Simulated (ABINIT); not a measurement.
A run of ABINIT 10.8.3 (patched build) is set up as follows.

The input run.abi:

```
# Datasets: one volume each
ndtset 7
getwfk -1
scalecart1 3*0.9795861087
scalecart2 3*0.9864848297
scalecart3 3*0.9932883884
scalecart4 3*1.0000000000
scalecart5 3*1.0066227096
scalecart6 3*1.0131594038
scalecart7 3*1.0196128224

# Pseudopotentials
pp_dirpath "./"
pseudos "Co.GGA_PBE-JTH.xml, O.GGA_PBE-JTH.xml"

# Structure
acell 3*1.0
rprim
     0.0000000000     4.0279512346     4.0279512346
     4.0279512346     0.0000000000     4.0279512346
     4.0279512346     4.0279512346     0.0000000000
ntypat 2
znucl 27 8
natom 2
typat 1 2
xred
     0.0000000000     0.0000000000     0.0000000000
     0.5000000000     0.5000000000     0.5000000000

# Plane-wave basis
ecut 26.0
pawecutdg 48.0
pawxcdev 0

# k points
kptopt 1
ngkpt 9 9 9
nshiftk 1
shiftk 0.0 0.0 0.0

# Exchange and correlation
ixc -116133

# Bands and occupations
nband 16
occopt 3
tsmear 0.05 eV

# Spin
nsppol 2
spinat
     0.0000000000     0.0000000000     2.0000000000
     0.0000000000     0.0000000000     0.0000000000

# SCF cycle
nstep 100
tolvrs 1.0e-9

# Output
iomode 3
prtwf 1
prtden 0
prteig 0
prtebands 0
enunit 2
```

Potentials or basis: JTH PAW PBE v2.0.

Launch:

```bash
$ abinit run.abi > log 2>&1
```

Question: Predict the equilibrium volume.

Answer: 9.03 Å³/atom (rough: see the caveat).

Question: Estimate the bulk modulus.

Answer: 156 GPa (rough).

Energy against volume, from the lowest point:
```csv
volume (Å³/atom),energy (meV/atom)
9.103,0.00
9.297,3.35
9.490,10.72
9.684,21.75
9.878,36.32
10.071,54.31
10.265,75.67
```

Caveat: pressures at fixed basis lie under the slope of the energies; the fit is doubtful: noisy points or a state that changes with volume; the minimum lies outside the volumes run; the PAW data sets were made with another functional, which shifts forces and pressure a little.
